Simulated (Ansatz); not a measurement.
An input for Ansatz 0.2.0 (WS2 (2H monolayer)):

```yaml
crystal:
  lattice:
    - [3.1877167037, 0.0, 0.0]
    - [-1.5938583519, 2.7606436455, 0.0]
    - [0.0, 0.0, 30.8325707176]
  atoms:
    - { symbol: W, position: [0.3333333333, 0.6666666667, 0.2918991116] }
    - { symbol: S, position: [0.6666666667, 0.3333333333, 0.3428702885] }
    - { symbol: S, position: [0.6666666667, 0.3333333333, 0.2409279346] }
  periodic: [true, true, false]
kpoints:
  mp_grid: { grid: [6, 6, 1] }
  band_path:
    path: [[0.0, 0.0, 0.0], [0.5, 0.0, 0.0], [0.3333333333, 0.3333333333, 0.0]]
    npoints: 1
hamiltonian:
  xc: hse06
scf:
  occupations: { method: fixed }
  n_extra_bands: 10
magnetization:
  noncollinear: true
  spin_orbit: true
output:
  eigenvalues: true
```

```sh
ansatz run input.yaml --threads 3 --pin off --max-ram 92160MiB --backend cuda --events-out ev --progress --plain --runs-dir out --devices 1 --max-vram 13GiB  # rebuilt from the run's record
```

Question: How long will it take on 1 × NVIDIA H100 80GB HBM3 (shared by 6 runs) with 3 threads of AMD EPYC 7R13 (Zen 3), shared host, and how much memory?

It took 39 s; on shared hardware allow 19 s to 78 s. Peak host memory was 2.0 GiB. The sizes that set the cost: 5359 plane waves a state, 7 irreducible k points and 17 SCF cycles.

Exact exchange couples every pair of k points and filled bands, so it costs far more than a semilocal run.

[Paths, hosts, dates, memory and timing lines, banners, echoed tables and standing remarks are left out of the program output.]

[Logs are printed without paths, hosts, clocks, repeated set-up lines and the standing remarks that a program may print on its own settings, such as how far it seeks lower states.]

[Runs of the session that timed out or met a known fault of the program may be left out.]

[Cells called generated may have been cut or substituted from an entry of the Crystallography Open Database or the Materials Project.]

[Hosts, paths, dates, database ids (printed as entryN), source tags and the programs' standing remarks are cut or masked in the printed files.]
